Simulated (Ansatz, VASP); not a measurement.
BaTiO3: VASP and Ansatz over several settings

```
Ba Ti O
1.0
     4.05243    0.00000    0.00000
     0.00000    4.05243    0.00000
     0.00000    0.00000    4.07087
Ba Ti O
1 1 3
Direct
  0.00000 0.00000 0.00000
  0.50000 0.50000 0.49000
  0.00000 0.50000 0.51700
  0.50000 0.00000 0.51700
  0.50000 0.50000 0.01900
```

Single points on this cell with VASP 6.6.1 and Ansatz 0.2.0. Each row is one pair of runs. Alike in all rows: spin: off; k mesh: 7 × 7 × 7; smearing: fermi-dirac, width 0.05 eV; VASP's potentials, cutoff: VASP PAW PBE potentials, release 64 (Ba_sv, Ti_sv, O), 520 eV.

| level | Ansatz's potentials, cutoff | gap on the k mesh at the Fermi level (eV), VASP | gap on the k mesh at the Fermi level (eV), Ansatz | least direct gap on the mesh (eV), VASP | least direct gap on the mesh (eV), Ansatz | pressure (GPa), VASP | pressure (GPa), Ansatz |
| --- | --- | --- | --- | --- | --- | --- | --- |
| RPBE+D3(BJ) | Ansatz PAW, 420 eV | 1.82 | 1.87 | 2.04 | 2.07 | -22.4 | -23.9 |
| revPBE | Ansatz PAW, 420 eV | 1.81 | 1.87 | 2.03 | 2.06 | 0.8 | -0.8 |
| PBE+D3(BJ) | Ansatz PAW, 420 eV | 1.78 | ? | 2.01 | ? | -5.3 | ? |
| PBE | Ansatz PAW earlier set, 930 eV | 1.78 | 1.83 | 2.01 | 2.03 | -2.2 | -3.8 |

**Question.** Fill in what Ansatz gave in row 3.

**Answer.** gap on the k mesh at the Fermi level (eV): 1.84; least direct gap on the mesh (eV): 2.03; pressure (GPa): -6.9.

Caveats: spin-orbit coupling is left out, which moves the levels of the heavy elements; so large a pressure means that the cell lies far from this level's equilibrium, or that cutoff or potentials fall short (VASP); the potentials were made for another functional, which shifts forces and pressure (VASP); an odd mesh through Γ misses points on the zone boundary, where band edges often lie (VASP); the PAW data sets were made with another functional, which shifts forces and pressure a little (VASP); odd divisions of the mesh miss points on the zone boundary, where band edges often lie, so the gap on the mesh can be too wide (Ansatz); the pressure holds a Pulay correction of +0.5 GPa for the finite cutoff (Ansatz).
